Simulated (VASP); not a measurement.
# Si (P6_3/mmc) in VASP: notebook

Runs on Si. Level: PBE. Tasks: relaxation of cell and atoms, relaxation of shape and atoms at fixed volume.

All numbers are computed with VASP 6.6.1; they aren't measurements. Logs are shortened: lines on timing, memory, paths and dates and some standing lists are left out, and cuts for length are marked.

## Step 1: The crystal as given

It takes space group P6_3/mmc (No. 194, hexagonal). The conventional cell has a = 2.612 Å, b = 2.612 Å, c = 5.017 Å, α = 90.00°, β = 90.00°, γ = 120.00°. Around Si (site symmetry -6m2) lie 12 Si at 2.61 to 2.93 Å.

This isn't the form of Si at room conditions, which is diamond.

## Step 2: Relaxation of cell and atoms, PBE

File INCAR:

```
SYSTEM = Si
  ALGO = Normal
  EDIFF = 1E-7
  EDIFFG = -0.005
  ENCUT = 300
  GGA = PE
  IBRION = 2
  ISIF = 3
  ISMEAR = 0
  LASPH = .TRUE.
  LCHARG = .FALSE.
  LREAL = .FALSE.
  LWAVE = .FALSE.
  NELM = 80
  NSW = 90
  PREC = Accurate
  SIGMA = 0.03
```

File KPOINTS:

```
k-points
0
G
  6 6 3
  0 0 0
```

File POSCAR:

```
Si                                      
1.0
    2.6117765006     -0.0000000000      0.0000000000
   -1.3058882503      2.2618647986     -0.0000000000
    0.0000000000     -0.0000000000      5.0172734841
  Si            
     2
Direct
     0.3333333300000021    0.6666666699999979    0.2500000000000000
     0.6666666699999979    0.3333333300000021    0.7500000000000000
```

Potentials or basis: VASP PAW PBE potentials, release 64 (Si).

The run is started by

```console
$ cat potpaw_PBE.64/Si/POTCAR > POTCAR
$ mpirun -np 1 vasp_std > vasp.out
```

OUTCAR:

```text
SYSTEM = Si
   EDIFF = 1E-7
   EDIFFG = -0.005
   ENCUT = 300
   GGA = PE
   IBRION = 2
   ISIF = 3
   ISMEAR = 0
   LASPH = .TRUE.
   LREAL = .FALSE.
   NELM = 80
   NSW = 90
   PREC = Accurate

 ion  position               nearest neighbor table
   1  0.333  0.667  0.250-   2 2.93   2 2.93   2 2.93   2 2.93   2 2.93   2 2.93
   2  0.667  0.333  0.750-   1 2.93   1 2.93   1 2.93   1 2.93   1 2.93   1 2.93

  LATTYP: Found a hexagonal cell.
 ALAT       =     2.6117765006
 C/A-ratio  =     1.9210194605

  Lattice vectors:

 A1 = (   2.6117765006,   0.0000000000,   0.0000000000)
 A2 = (  -1.3058882503,   2.2618647986,   0.0000000000)
 A3 = (   0.0000000000,   0.0000000000,   5.0172734841)

Analysis of symmetry for initial positions (statically):
=====================================================================
 Subroutine PRICEL returns:
 Original cell was already a primitive cell.

 Routine SETGRP: Setting up the symmetry group for a
 hexagonal supercell.

 Subroutine GETGRP returns: Found 24 space group operations
 (whereof 12 operations were pure point group operations)
 out of a pool of 24 trial point group operations.

The static configuration has the point symmetry D_3d.
 The point group associated with its full space group is D_6h.

Analysis of symmetry for dynamics (positions and initial velocities):
=====================================================================
 Subroutine PRICEL returns:
 Original cell was already a primitive cell.

 Routine SETGRP: Setting up the symmetry group for a
 hexagonal supercell.

 Subroutine GETGRP returns: Found 24 space group operations
 (whereof 12 operations were pure point group operations)
 out of a pool of 24 trial point group operations.

The dynamic configuration has the point symmetry D_3d.
 The point group associated with its full space group is D_6h.

 Subroutine INISYM returns: Found 24 space group operations
 (whereof 12 operations are pure point group operations),
 and found     1 'primitive' translations

----------------------------------------------------------------------------------------

                                     Primitive cell

  volume of cell :      29.6395

  direct lattice vectors                    reciprocal lattice vectors
     2.611776501  0.000000000  0.000000000     0.382881154  0.221056537  0.000000000
    -1.305888250  2.261864799  0.000000000     0.000000000  0.442113074  0.000000000
[... 67 lines left out ...]
   ICHARG =      2    charge: 1-file 2-atom 10-const
   ISPIN  =      1    spin polarized calculation?
   LNONCOLLINEAR =      F non collinear calculations
   LSORBIT =      F    spin-orbit coupling
   LASPH  =      T    aspherical Exc in radial PAW
   ENCUT  =  300.0 eV  22.05 Ry    4.70 a.u.   3.69  3.69  7.09*2*pi/ulx,y,z
   NELM   =     80;   NELMIN=  2; NELMDL= -5     # of ELM steps
   EDIFF  = 0.1E-06   stopping-criterion for ELM
   LREAL  =      F    real-space projection
   EDIFFG = -.5E-02   stopping-criterion for IOM
   NSW    =     90    number of steps for IOM
   IBRION =      2    ionic relax: 0-MD 1-quasi-New 2-CG
   NFREE  =      1    steps in history (QN), initial steepest desc. (CG)
   ISIF   =      3    stress and relaxation
   ISYM   =      2    0-nonsym 1-usesym 2-fastsym
   POTIM  = 0.5000    time-step for ionic-motion
   TEBEG  =    0.0;   TEEND  =   0.0 temperature during run
   PSTRESS=    0.0 pullay stress
   NELECT =       8.0000    total number of electrons
   NUPDOWN=      -1.0000    fix difference up-down
   EMIN   =  10.00;   EMAX   =-10.00  energy-range for DOS
   EFERMI =   0.00;   METHOD = LEGACY
   ISMEAR =     0;   SIGMA  =   0.03  broadening in eV -4-tet -1-fermi 0-gaus
   EFERMI_NEDOS =   21; number of points for ismear=-14 and -15
   IALGO  =     38    algorithm
   IMIX   =      4    mixing-type and parameters
     AMIX     =   0.40;   BMIX     =  1.00
     AMIX_MAG =   1.60;   BMIX_MAG =  1.00
  volume/ion in A,a.u.               =      14.82       100.01
  Fermi-wavevector in a.u.,A,eV,Ry     =   1.057989  1.999310 15.229569  1.119342
  Thomas-Fermi vector in A             =   2.193282
   LORBIT       =      0    0 simple, 1 ext, 2 COOP (PROOUT), +10 PAW based schemes
   GGA     = PE    functional components
   LHFCALC =     F    Hartree Fock is set to
   AEXX    =    0.0000 exact exchange contribution
   IVDW    =     0    specifies the selected vdW correction
   LEPSILON=     F    determine dielectric tensor
   LRPA    =     F    only Hartree local field effects (RPA)
 conjugate gradient relaxation of ions
 non-spin polarized calculation
 Gauss-broadening in eV      SIGMA  =   0.03
  energy-cutoff  :      300.00
  volume of cell :       29.64
 maximum number of plane-waves:       362
 NGX is ok and might be reduce to    16
   NGX =  7   NGY =  7   NGZ = 15

--------------------------------------- Ionic step        1  -------------------------------------------

 number of electron       7.9999999 magnetization

 Free energy of the ion-electron system (eV)
  ---------------------------------------------------
  ext. energy  EPLUGINS =         0.00000000
  ---------------------------------------------------
  free energy    TOTEN  =        -9.78553668 eV

  energy without entropy =       -9.78365380  energy(sigma->0) =       -9.78459524

------------------------ aborting loop because EDIFF is reached ----------------------------------------

  FORCE on cell =-STRESS in cart. coord.  units (eV):
  Direction    XX          YY          ZZ          XY          YZ          ZX
  --------------------------------------------------------------------------------------
  -------------------------------------------------------------------------------------
  Total       -0.0363226     -0.0363226      0.0443740      0.0000000      0.0000000      0.0000000
  in kB       -1.9634387     -1.9634387      2.3986585      0.0000000      0.0000000      0.0000000
  external PRESSURE =      -0.5094063 kB  Pullay stress =       0.0000000 kB
[... 59 lines left out ...]
--------------------------------------- Ionic step        3  -------------------------------------------

 number of electron       7.9999999 magnetization

 Free energy of the ion-electron system (eV)
  ---------------------------------------------------
  ext. energy  EPLUGINS =         0.00000000
  ---------------------------------------------------
  free energy    TOTEN  =        -9.78557888 eV

  energy without entropy =       -9.78346638  energy(sigma->0) =       -9.78452263

 E-fermi :  10.2619     XC(G=0): -11.0770

 val. band max:       10.2506832196   @ k =   0.3333   0.1667   0.0000
 cond. band min:      10.2970332088   @ k =   0.3333  -0.0000   0.3333
 fundamental gap:      0.0463499892
 Fermi energy:        10.2618831203

 k-point     1 :       0.0000    0.0000    0.0000
  band No.  band energies     occupation
      1      -4.4395      2.00000
      2       0.1397      2.00000
      3       2.5258      2.00000
      4      16.4992      0.00000
      5      18.0905      0.00000
      6      20.6340      0.00000
      7      20.6340      0.00000
      8      21.5504      0.00000
[... 170 lines left out ...]
  FREE ENERGIE OF THE ION-ELECTRON SYSTEM (eV)
  ---------------------------------------------------
  free  energy   TOTEN  =        -9.7855788818 eV

  energy  without entropy=       -9.7834663764  energy(sigma->0) =       -9.78452263

 reached required accuracy - stopping structural energy minimisation
```

CONTCAR:

```text
Si
   1.00000000000000
     2.6100002403712503    0.0000000000000000    0.0000000000000000
    -1.3050001201856252    2.2603265121180214    0.0000000000000000
     0.0000000000000000    0.0000000000000000    5.0214420764071388
  Si
     2
Direct
     0.3333333300000021    0.6666666699999979    0.2500000000000000
     0.6666666699999979    0.3333333300000021    0.7500000000000000

  0.00000000E+00  0.00000000E+00  0.00000000E+00
  0.00000000E+00  0.00000000E+00  0.00000000E+00
```

Wall time 4.7 s (1 thread of Intel Xeon Platinum 8259CL at 2.50GHz (Skylake/Cascade Lake), shared host); peak memory 0.11 GiB.

Results:

```yaml
Free_energy: -9.7856 eV
Relaxed_volume: 14.81 Å³/atom
Relaxed_cell: a = 2.610 Å, b = 2.610 Å, c = 5.021 Å, α = 90.00°, β = 90.00°, γ = 120.00°
Space_group_after_relaxing_to_0.05_Å: P6_3/mmc (No. 194)
Energy_gained_by_relaxing: 0.0 meV/atom
Ionic_steps: 3
Pressure_after_relaxing: 0.0 GPa
Band_gap_on_the_k_mesh: none (metal or under the smearing width)
```

Final structure:
```
Si
1.0
     2.61000    0.00000    0.00000
    -1.30500    2.26033    0.00000
     0.00000    0.00000    5.02144
Si
2
Cartesian
  0.0000 1.5069 1.2554
  1.3050 0.7534 3.7661
```

Caveat: the k mesh is coarse (spacing up to 0.46 Å⁻¹), so the values aren't converged; the cutoff is under 1.25 times the usual one of these potentials, so pressure, stress and relaxed cells hold a basis-set (Pulay) error.

## Step 3: Relaxation of shape and atoms at fixed volume, PBE (a relaxed cell with its volume scaled by 0.94)

File INCAR:

```
SYSTEM = Si
  ALGO = Fast
  EDIFF = 1E-7
  EDIFFG = -0.01
  ENCUT = 300
  GGA = PE
  IBRION = 2
  ISIF = 4
  ISMEAR = 0
  LASPH = .TRUE.
  LCHARG = .FALSE.
  LREAL = .FALSE.
  LWAVE = .FALSE.
  NELM = 80
  NSW = 40
  PREC = Accurate
  SIGMA = 0.03
```

KPOINTS is that of step 2.

File POSCAR:

```
Si                                      
1.0
    2.5567199792      0.0000000000      0.0000000000
   -1.2783599896      2.2141844524      0.0000000000
    0.0000000000      0.0000000000      4.9189349038
  Si            
     2
Direct
     0.3333333300000021    0.6666666699999979    0.2500000000000000
     0.6666666699999979    0.3333333300000021    0.7500000000000000
```

Potentials or basis: VASP PAW PBE potentials, release 64 (Si).

The run is started by

```console
$ cat potpaw_PBE.64/Si/POTCAR > POTCAR
$ mpirun -np 1 vasp_std > vasp.out
```

It took 4.8 s on 1 thread of Intel Xeon Platinum 8259CL at 2.50GHz (Skylake/Cascade Lake), shared host; peak memory 0.11 GiB.

Results (log left out):

```yaml
Free_energy: -9.7685 eV
Energy_gained_by_relaxing: 0.4 meV/atom
Ionic_steps: 2
Pressure_after_relaxing: 3.1 GPa
Band_gap_on_the_k_mesh: none (metal or under the smearing width)
```

Step by step:
| step | energy change (eV) | largest force (eV/Å) | pressure (GPa) |
| --- | --- | --- | --- |
| 1 | 0.0000 | 0.0000 | 3.58 |
| 2 | -0.0008 | 0.0000 | 3.12 |

Final structure:
```
Si
1.0
     2.56353    0.00000    0.00000
    -1.28177    2.22008    0.00000
     0.00000    0.00000    4.89283
Si
2
Direct
  0.33333 0.66667 0.25000
  0.66667 0.33333 0.75000
```

Levels at points of the mesh, in eV from the Fermi level:
```
           k point  band 1  band 2  band 3  band 4  band 5  band 6  band 7  band 8
(0.00, 0.00, 0.00)  -15.37  -10.38   -8.26    6.79    8.00   10.77   10.77   11.54
(0.50, 0.00, 0.00)   -8.24   -8.01   -3.59   -2.93   -1.86   -0.50    4.83    6.76
```

Caveat: the k mesh is coarse (spacing up to 0.47 Å⁻¹), so the values aren't converged; the cutoff is under 1.25 times the usual one of these potentials, so pressure, stress and relaxed cells hold a basis-set (Pulay) error.

## Step 4: Relaxation of shape and atoms at fixed volume, PBE (a relaxed cell with its volume scaled by 0.96)

INCAR is that of step 3.

KPOINTS is that of step 3.

File POSCAR:

```
Si                                      
1.0
    2.5747256427      0.0000000000      0.0000000000
   -1.2873628214      2.2297778144      0.0000000000
    0.0000000000      0.0000000000      4.9535764318
  Si            
     2
Direct
     0.3333333300000021    0.6666666699999979    0.2500000000000000
     0.6666666699999979    0.3333333300000021    0.7500000000000000
```

The run is started by

```console
$ cat potpaw_PBE.64/Si/POTCAR > POTCAR
$ mpirun -np 1 vasp_std > vasp.out
```

Wall time 3.8 s (1 thread of Intel Xeon Platinum 8259CL at 2.50GHz (Skylake/Cascade Lake), shared host); peak memory 0.11 GiB.

The run converged. Its results:

| Item | Value |
| --- | --- |
| Free energy | -9.7793 eV |
| Energy gained by relaxing | 0.0 meV/atom |
| Ionic steps | 2 |
| Pressure after relaxing | 1.4 GPa |
| Band gap on the k mesh | none (metal or under the smearing width) |

Final structure:
```
Si
1.0
     2.57402    0.00000    0.00000
    -1.28701    2.22917    0.00000
     0.00000    0.00000    4.95628
Si
2
Direct
  0.33333 0.66667 0.25000
  0.66667 0.33333 0.75000
```

Levels at points of the mesh, in eV from the Fermi level:
| k point | band 1 | band 2 | band 3 | band 4 | band 5 | band 6 | band 7 | band 8 |
| --- | --- | --- | --- | --- | --- | --- | --- | --- |
| (0.00, 0.00, 0.00) | -15.17 | -10.39 | -8.13 | 6.40 | 7.78 | 10.72 | 10.72 | 11.52 |
| (0.50, 0.00, 0.00) | -8.10 | -7.86 | -3.64 | -3.03 | -1.78 | -0.42 | 4.85 | 6.78 |

Caveat: the k mesh is coarse (spacing up to 0.47 Å⁻¹), so the values aren't converged; the cutoff is under 1.25 times the usual one of these potentials, so pressure, stress and relaxed cells hold a basis-set (Pulay) error.

## Step 5: Summary

```csv
task,cell,gap on the mesh (eV),pressure (GPa)
relaxation of cell and atoms,relaxed,none,0.0
relaxation of shape and atoms at fixed volume,atoms relaxed at fixed volume from: a relaxed cell with its volume scaled by 0.94,none,3.1
relaxation of shape and atoms at fixed volume,atoms relaxed at fixed volume from: a relaxed cell with its volume scaled by 0.96,none,1.4
```

Alike in all rows: level PBE; potentials or basis VASP PAW PBE potentials, release 64 (Si); no spin polarisation; k mesh 6 × 6 × 3; cutoff (eV) 300; smearing gaussian 0.03 eV; the mesh is coarse, so values aren't converged.

Caveats: all runs use coarse meshes; the cutoff is under 1.25 times the usual one of these potentials, so pressure, stress and relaxed cells hold a basis-set (Pulay) error.

Total energies depend on the potentials used, so only differences within one code and one set of settings carry meaning.
